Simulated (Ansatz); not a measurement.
# SiO2: single point with PBE

Crystal: SiO2.

```
Si O
1.0
     4.97559    0.00000    0.00000
     0.00000    4.97559    0.00000
     0.00000    0.00000    6.90089
Si O
4 8
Direct
  0.80325 0.80325 0.50000
  0.69675 0.30325 0.25000
  0.30325 0.69675 0.75000
  0.19675 0.19675 0.00000
  0.76176 0.11039 0.43204
  0.88961 0.23824 0.06796
  0.11039 0.76176 0.56796
  0.26176 0.38961 0.81796
  0.23824 0.88961 0.93204
  0.73824 0.61039 0.31796
  0.38961 0.26176 0.18204
  0.61039 0.73824 0.68204
```

The cell comes from a database or a generator and needn't be the stable form of this composition.

```yaml
Program: Ansatz 0.2.0
Task: single point
Functional: PBE
Potentials_or_basis: Ansatz PAW
Cutoff: "420 eV (not typed: the program's choice for these potentials)"
k_mesh: 4 × 4 × 3
Occupations: fermi-dirac, width 0.05 eV
Spin: no spin polarisation
```

| Item | Value |
| --- | --- |
| Pressure | 4.8 GPa |
| Largest force | 0.278 eV/Å |
| Band gap on the k mesh | 5.73 eV, direct |

Forces in eV/Å, atoms in the order of the input:
```
Si  -0.043 -0.043  0.000
Si   0.043 -0.043  0.000
Si  -0.043  0.043  0.000
Si   0.043  0.043  0.000
O    0.042  0.158  0.224
O   -0.158 -0.042 -0.224
O    0.158  0.042 -0.224
O    0.042 -0.158 -0.224
O   -0.042 -0.158  0.224
O   -0.042  0.158 -0.224
O   -0.158  0.042  0.224
O    0.158 -0.042  0.224
```

Stress tensor (GPa, compression positive):
```
4.70 0.00 0.00
0.00 4.70 0.00
0.00 0.00 4.90
```

Levels at points of the mesh, in eV from the valence-band top:
```
             k point  band 30  band 31  band 32  band 33  band 34  band 35
  (0.00, 0.00, 0.00)    -0.31    -0.31     0.00     5.73     8.84     8.84
 (0.00, -0.50, 0.00)    -0.65    -0.50    -0.50     7.78     7.78     9.28
(-0.50, -0.50, 0.00)    -0.59    -0.53    -0.53     8.74     8.74     8.85
```

Wall time 3.4 s on 4 threads of Arm Neoverse V2 (shared host), peak memory 0.45 GiB.

Caveat: odd divisions of the mesh miss points on the zone boundary, where band edges often lie, so the gap on the mesh can be too wide; the pressure holds a Pulay correction of +0.5 GPa for the finite cutoff. A hybrid or GW would open this gap; PBE tends to underestimate it.
